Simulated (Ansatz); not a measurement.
V: frozen-core PAW against all-electron methods

```xyz
1
Lattice="0.0000 1.8950 1.8950 1.8950 0.0000 1.8950 1.8950 1.8950 0.0000" Properties=species:S:1:pos:R:3 pbc="T T T"
V     0.0000    0.0000    0.0000
```

The cell is COD entry 1534881, as deposited and not checked against the literature; nothing was relaxed.

All numbers are computed: DFT, LDA, PAW with Ansatz's default frozen-core files, scalar-relativistic (Ansatz 0.2.0); DFT, LDA, all-electron LAPW, scalar-relativistic (Ansatz 0.2.0).

For PAW: a Γ-centred 16×16×16 k mesh, Fermi–Dirac smearing of 0.05 eV, cutoff 420 eV, spin-polarised from start moments V 1.5 μB (the moments died away, and the run ended non-magnetic); the PAW files were made with PBE, and the program remakes their frozen cores for this functional. LAPW targets a basis error of 1 meV/atom. The Ansatz runs share mesh, smearing and spin set-up. Plane-wave (PAW) pressures include the program's estimate of the Pulay term.

Stress and pressure are positive in compression.

Levels count from the Fermi level.

```
                      quantity     PAW    LAPW
                pressure (GPa)   -8.94   -8.93
highest filled level at U (eV)  -1.990  -1.990
  lowest empty level at U (eV)   0.327   0.328
highest filled level at X (eV)  -2.689  -2.691
  lowest empty level at X (eV)   3.106   3.107
highest filled level at Γ (eV)  -6.815  -6.818
  lowest empty level at Γ (eV)   0.158   0.158
```

PAW's pressure differs from the LAPW value by about 0.01 GPa or less.
